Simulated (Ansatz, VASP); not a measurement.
## Cross-check of HfSiO4 (Hafnon) between VASP and Ansatz

One calculation is typed for both programs; each brings its own data sets. How far apart do they land? The cell is taken from a series of runs on this material, whose earlier steps may have relaxed, scaled, displaced or heated it; both programs get it as it stands.

Program: Ansatz 0.2.0. Level of theory: plane waves, with VASP 6.6.1 beside it; relaxation of cell and atoms at PBE with D4. Results are calculated unless marked as measured.

### Step 1. Starting point

The structure is tetragonal, space group I4_1/amd (No. 141). The conventional cell has a = 6.572 Å, b = 6.572 Å, c = 5.963 Å, α = 90.00°, β = 90.00°, γ = 90.00°. Nearest to Hf lie 8 O at 2.11 to 2.26 Å. Nearest to Si lie 4 O at 1.62 Å. Nearest to O lie 1 Si at 1.62 Å and 2 Hf at 2.11 to 2.26 Å. Farther neighbours and most contacts between anions are not listed.

Coordinates:

```cif
data_structure
_symmetry_space_group_name_H-M 'I4_1/amd:1'
_symmetry_Int_Tables_number 141
_cell_length_a 6.5725
_cell_length_b 6.5725
_cell_length_c 5.9632
_cell_angle_alpha 90.000
_cell_angle_beta 90.000
_cell_angle_gamma 90.000
_cell_volume 257.60
loop_
_atom_site_label
_atom_site_type_symbol
_atom_site_symmetry_multiplicity
_atom_site_Wyckoff_symbol
_atom_site_fract_x
_atom_site_fract_y
_atom_site_fract_z
_atom_site_occupancy
Hf1 Hf 4 a 0.00000 0.50000 0.25000 1
Si1 Si 4 b 0.50000 0.00000 0.25000 1
O1 O 16 h 0.50000 0.31550 0.81980 1
```

### Step 2. Ansatz: relaxation of cell and atoms, PBE with D4

Ansatz runs on its PAW soft_1 files.

The relaxed volume is the usual yardstick between codes: in a stiff, nearly cubic crystal its relative difference is about their pressure difference at one cell divided by the bulk modulus.

input.yaml reads:

```yaml
crystal:
  lattice:
    - [-3.28625, 3.28625, 2.9816]
    - [3.28625, -3.28625, 2.9816]
    - [3.28625, 3.28625, -2.9816]
  atoms:
    - { symbol: Hf, position: [0.75, 0.25, 0.5] }
    - { symbol: Hf, position: [0.0, 0.0, 0.0] }
    - { symbol: Si, position: [0.25, 0.75, 0.5] }
    - { symbol: Si, position: [0.5, 0.5, 0.0] }
    - { symbol: O, position: [0.1353, 0.3198, 0.8155] }
    - { symbol: O, position: [0.0698, 0.7543, 0.6845] }
    - { symbol: O, position: [0.5043, 0.3198, 0.1845] }
    - { symbol: O, position: [0.0698, 0.3853, 0.3155] }
    - { symbol: O, position: [0.6147, 0.9302, 0.6845] }
    - { symbol: O, position: [0.6802, 0.8647, 0.1845] }
    - { symbol: O, position: [0.2457, 0.9302, 0.3155] }
    - { symbol: O, position: [0.6802, 0.4957, 0.8155] }
kpoints:
  mp_grid: { grid: [6, 6, 6] }
scf:
  occupations: { method: fermi_dirac, width: 0.05 }
hamiltonian:
  xc: pbe
  pseudopotentials: { kind: paw, azcp: { folder: soft_1 } }
  dispersion: d4
relax:
  f_tol: 0.01
  max_steps: 60
  cell: { stress_tol: 0.02 }
output:
  forces: true
  stress: true
```

Command:

```
> ansatz run input.yaml --threads 4 --pin off --max-ram 8192MiB --backend cpu --events-out ev --progress --plain --runs-dir out
```

Numbers of over 12 decimals in the logs are rounded to 6 here.

What it wrote:

```text
Engine: ansatz 0.2.0, aarch64-unknown-linux-gnu
Pseudopotentials: kind: paw
Pseudopotential: Hf, paw, valence charge 26, recommended cutoff 420 eV (normal), soft_1/Hf.paw.azcp
Pseudopotential: Si, paw, valence charge 4, recommended cutoff 420 eV (normal), soft_1/Si.paw.azcp
Pseudopotential: O, paw, valence charge 6, recommended cutoff 420 eV (normal), soft_1/O.paw.azcp
Functional definition: PBE
  parameter kappa = 0.804
  parameter beta = 0.066725
  exchange = pbe_x(kappa = kappa, mu = beta*pi^2/3)
  correlation = pbe_c(beta = beta)
Crystal: 12 atoms, lattice volume = 128.798 Å³
Basis set: ecut = 420 eV, 2513 PW (Γ), exchange–correlation on 80×80×80 points (8 copies of the dense FFT grid, shifted against one another)
Bands: 66, of which v1, the nominal top of the filled ones, is band 54 counted from 1 (53 counted from 0)
Symmetry: 16 space group operations
Space group: I41/amd (ITA 141), of the structure as read, at distance tolerance 5.1e-5 Å
k-points: 30 of 216
Non-local potential: Hf, projectors of the file, l = 0: 3, l = 1: 2, l = 2: 2, l = 3: 3
Non-local potential: Si, projectors of the file, l = 0: 2, l = 1: 2, l = 2: 1
Non-local potential: O, projectors of the file, l = 0: 2, l = 1: 2, l = 2: 1
PAW form: soft (Blöchl's): semilocal exchange-correlation on the pseudo side does not see the compensation charge
PAW one-centre angular grid: Hf, 590 points (default); XC on 64 Gauss nodes
PAW one-centre angular grid: Si, 110 points (default); XC on 64 Gauss nodes
PAW one-centre angular grid: O, 110 points (default); XC on 64 Gauss nodes
Initial density: superposition of atomic densities (chi_scale 0.1, normalization cell, long waves kept (reshape's long-wave potential 0.03 eV rms))
Initial wavefunctions: pseudopotential atomic-orbital guess
Functional: x = pbe(κ = 0.804, μ = 0.219515), c = pbe(β = 0.066725)
SCF iter   1: F=—  HF=-37283.338281 eV  |F-HF|=—  |Δ(HF+E_count)|=         —  Δρ=1.11e-1  dr2=2.34e1  ethr=3.10e-3  ⟨swp⟩=6.0  Hψ=7665  notcnv=0
preconditioner: auto → Resta (q_TF=auto, 2.649 Å⁻¹)  ε∞=4.8  [insulator: Δε(μ)=3.453 eV  Ē_g=16.024 eV  σ=0.050 eV  W_gap=1.00  n_scr=42 (ndim 8)  ℏωp=31.4 eV  f_vac=0.000  D(μ)=0.00/eV (n_scr^D=0)  ε∞_Penn≈4.8]
SCF iter   2: F=—  HF=-37277.704754 eV  |F-HF|=—  |Δ(HF+E_count)|=    5.63e0  Δρ=5.33e-2  dr2=5.90e0  ethr=3.10e-3  ⟨swp⟩=3.0  Hψ=4306  notcnv=0  defer=157
SCF iter   3: F=—  HF=-37276.119430 eV  |F-HF|=—  |Δ(HF+E_count)|=    1.59e0  Δρ=1.80e-2  dr2=6.33e-1  ethr=3.10e-3  ⟨swp⟩=3.2  Hψ=3553  notcnv=0  defer=154
SCF iter   4: F=—  HF=-37275.727040 eV  |F-HF|=—  |Δ(HF+E_count)|=   3.92e-1  Δρ=1.09e-2  dr2=1.14e-1  ethr=5.86e-4  ⟨swp⟩=3.6  Hψ=4071  notcnv=0  defer=148
SCF iter   5: F=—  HF=-37275.764387 eV  |F-HF|=—  |Δ(HF+E_count)|=   3.73e-2  Δρ=1.80e-3  dr2=4.96e-3  ethr=1.05e-4  ⟨swp⟩=2.7  Hψ=3828  notcnv=0  defer=137
SCF iter   6: F=—  HF=-37275.766264 eV  |F-HF|=—  |Δ(HF+E_count)|=   1.88e-3  Δρ=8.28e-4  dr2=8.37e-4  ethr=4.59e-6  ⟨swp⟩=2.5  Hψ=3691  notcnv=0  defer=116
SCF iter   7: F=—  HF=-37275.766863 eV  |F-HF|=—  |Δ(HF+E_count)|=   5.99e-4  Δρ=4.29e-4  dr2=1.78e-4  ethr=7.75e-7  ⟨swp⟩=2.0  Hψ=3240  notcnv=0  defer=116
SCF iter   8: F=—  HF=-37275.766859 eV  |F-HF|=—  |Δ(HF+E_count)|=   3.36e-6  Δρ=4.97e-5  dr2=3.03e-6  ethr=1.64e-7  ⟨swp⟩=2.0  Hψ=3480  notcnv=0  defer=116
SCF iter   9: F=—  HF=-37275.766815 eV  |F-HF|=—  |Δ(HF+E_count)|=   4.45e-5  Δρ=1.09e-5  dr2=1.85e-7  ethr=2.80e-9  ⟨swp⟩=2.0  Hψ=3569  notcnv=0  defer=116
SCF iter  10: F=-37275.766815 eV  HF=-37275.766815 eV  |F-HF|=8.69e-9  |Δ(HF+E_count)|=   1.97e-7  Δρ=2.05e-6  dr2=6.04e-9  ethr=9.26e-11  ⟨swp⟩=4.9  Hψ=7219  notcnv=0
SCF 1 converged in 10 iterations: F = -37275.766815 eV  dr2 = 6.04e-9
  greatest PAW one-centre occupation: 0.999 electrons in one spin orbital (limit 2), on the Hf atom at site 1 (counted from 0), in its partial waves of l = 0
relax step   1: F+E_penalty+E_count = -37275.76681499 eV  Δ(F+E_penalty+E_count) = +0.000e0 eV  max|allowed force component| = 2.866e-1 eV/Å  Δτ_max = 0.0000 Å  P = +4.474 GPa  Ω = 128.798 Å³  (10 SCF iters, dr2 threshold 1.00e-7 eV, accepted)
[...]
relax step   7: F+E_penalty+E_count = -37275.80249822 eV  Δ(F+E_penalty+E_count) = -7.014e-3 eV  max|allowed force component| = 3.255e-4 eV/Å  Δτ_max = 0.0000 Å  P = +0.099 GPa  Ω = 130.933 Å³  stress off target by 1.07e-1 GPa  SCF on the basis re-selected at this cell (its energy is not comparable with the rows above)  (7 SCF iters)
[...]
relax step   8: F+E_penalty+E_count = -37275.80234054 eV  Δ(F+E_penalty+E_count) = +1.577e-4 eV  max|allowed force component| = 2.260e-4 eV/Å  Δτ_max = 0.0001 Å  P = -0.002 GPa  Ω = 130.994 Å³  energy of the carried Pulay correction = -1.774e-4 eV  (5 SCF iters, dr2 threshold 2.86e-8 eV, accepted)
[...]
relax step   9: F+E_penalty+E_count = -37275.80250576 eV  Δ(F+E_penalty+E_count) = -1.652e-4 eV  max|allowed force component| = 2.479e-4 eV/Å  Δτ_max = 0.0000 Å  P = -0.000 GPa  Ω = 130.994 Å³  stress off target by 1.93e-3 GPa  SCF on the basis re-selected at this cell (its energy is not comparable with the rows above)  (7 SCF iters)
basis re-selected at this cell: Δ(F+E_penalty+E_count) = -1.652e-4 eV, ΔP = +0.001 GPa vs the last step (what re-selecting the basis moved, of the pressure what is left beyond the Pulay correction that the steps carried, after the strain that the cell walked since its last selection, with what the two solves' SCF thresholds leave and, on support functions, any second-order correction that the steps lacked; it is no m [...]
SCF converged after 7 iterations
Free energy (F): -37275.802506 eV
Harris-Foulkes:  -37275.802506 eV  (|F-HF|=7.28e-12)
Internal energy: -37275.802506 eV  (E = F + TS)
E sigma→0 (E₀):  -37275.802506 eV
Fermi energy:    11.862937 eV
--- Per-component energies (eV) ---
  E_band       = -301.561576
  E_kinetic    = 2259.990658
  E_local      = -18538.782887  (includes V_loc(G=0)·N_el)
  E_nonlocal   = 591.757922
  E_hartree    = 8602.314303
  E_xc         = -1221.579144
  E_vxc        = -1340.081670  (∫ρ·V_xc dr)
  E_paw        = -17728.162807  (= ΣΔE_a)
  E_vpaw       = -479.080727  (= ΣTr[D̂ρ^β])
  E_aug_tail   = 0.006491  (compensation charges beyond the density's cutoff)
  E_ewald      = -11238.996902
  E_disp       = -2.350139  (pairwise vdW)
  E_smearing   = -0.000000  (= −TS)
  E_closure    = -0.000000  (closes the sum)
  Σ components = -37275.802506   (vs F -37275.802506, Δ=0.00e0)
--- Forces (eV/Å), atoms counted from 1 ---
  atom   1  Hf     0.00000000     0.00000000     0.00000000
  atom   2  Hf     0.00000000    -0.00000000     0.00000000
  atom   3  Si    -0.00000000    -0.00000000     0.00000000
  atom   4  Si    -0.00000000    -0.00000000     0.00000000
  atom   5  O      0.00000000    -0.00014881    -0.00024792
  atom   6  O      0.00014881     0.00000000    -0.00024792
  atom   7  O      0.00000000     0.00014881    -0.00024792
  atom   8  O     -0.00014881     0.00000000    -0.00024792
  atom   9  O      0.00000000     0.00014881     0.00024792
  atom  10  O      0.00014881     0.00000000     0.00024792
  atom  11  O     -0.00000000    -0.00014881     0.00024792
  atom  12  O     -0.00014881    -0.00000000     0.00024792
  max |Σ_I F_I| component: 7.05e-18 eV/Å
--- Stress (GPa, compression-positive) ---
        0.000372      -0.000000      -0.000000
       -0.000000       0.000372       0.000000
        0.000000       0.000000      -0.001925
  P = ⅓ Tr σ = -0.0004 GPa (-0.004 kbar)
--- Relaxed structure (7 steps of the walk, 7 accepted, 2 SCFs on fresh bases) ---
  F+E_penalty+E_count = -37275.80250576 eV   max|allowed force component| = 2.479e-4 eV/Å   (the final SCF, on the basis selected at the relaxed cell)
  cell:  # Å, volume = 130.9937 Å³
    - [-3.304377, 3.304377, 2.999241]
    - [3.304377, -3.304377, 2.999241]
    - [3.304377, 3.304377, -2.999241]
  atoms:
    - { symbol: Hf, position: [0.75, 0.250000, 0.500000] }
    - { symbol: Hf, position: [0, 0, 0] }
    - { symbol: Si, position: [0.250000, 0.75, 0.500000] }
    - { symbol: Si, position: [0.500000, 0.500000, 0] }
    - { symbol: O, position: [0.134359, 0.319116, 0.815243] }
    - { symbol: O, position: [0.069116, 0.753874, 0.684757] }
    - { symbol: O, position: [0.503874, 0.319116, 0.184757] }
    - { symbol: O, position: [0.069116, 0.384359, 0.315243] }
    - { symbol: O, position: [0.615641, 0.930884, 0.684757] }
    - { symbol: O, position: [0.680884, 0.865641, 0.184757] }
    - { symbol: O, position: [0.246126, 0.930884, 0.315243] }
    - { symbol: O, position: [0.680884, 0.496126, 0.815243] }
```

[end of part 1 of 2]

[Lines on the potential files, build, host, timing and source positions are cut from VASP's logs without a mark.]

[Logs are printed without paths, hosts, clocks, repeated set-up lines and the standing remarks that a program may print on its own settings, such as how far it seeks lower states.]

[Hosts, paths, dates, database ids (printed as entryN), source tags and the programs' standing remarks are cut or masked in the printed files.]
